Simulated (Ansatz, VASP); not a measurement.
**ScAl3: VASP beside Ansatz**

```xyz
4
Lattice="3.8473 0.0000 0.0000 0.0000 3.8473 0.0000 0.0000 0.0000 3.8473" Properties=species:S:1:pos:R:3 pbc="T T T"
Sc    0.0000    0.0000    0.0000
Al    1.9236    0.0000    1.9236
Al    0.0000    1.9236    1.9236
Al    1.9236    1.9236    0.0000
```

Alike in both runs: functional PBEsol; k mesh 10 × 10 × 10; occupations fermi-dirac, width 0.15 eV; no spin polarisation.

Ansatz relaxed the structure, and its values are those at the end. VASP's run is a single point on that final structure, the one shown.

|  | VASP | Ansatz |
| --- | --- | --- |
| version | VASP 6.6.1 | Ansatz 0.2.0 |
| potentials or method | VASP PAW PBE potentials, release 64 (Sc_sv, Al) | scalar-relativistic, plane waves, PAW |
| plane-wave cutoff (eV) | 520 | 420 |
| valence electrons in the cell | 20 | 20 |

Ansatz gave:

| Item | Value |
| --- | --- |
| gap on the k mesh at the Fermi level (eV) | none |
| pressure (GPa) | 22.0 |

**Question.** Which values does VASP return?

**Answer.** gap on the k mesh at the Fermi level (eV): none; pressure (GPa): 22.3.

A gap of «none» marks a metal or a gap that the smearing closes. The functional is the same, so the differences come from potentials, cutoffs and numerics. Ansatz warned: «negative_readings_unjudged».

Caveats: so large a pressure means that the cell lies far from this level's equilibrium, or that cutoff or potentials fall short (VASP); the potentials were made for another functional, which shifts forces and pressure (VASP).
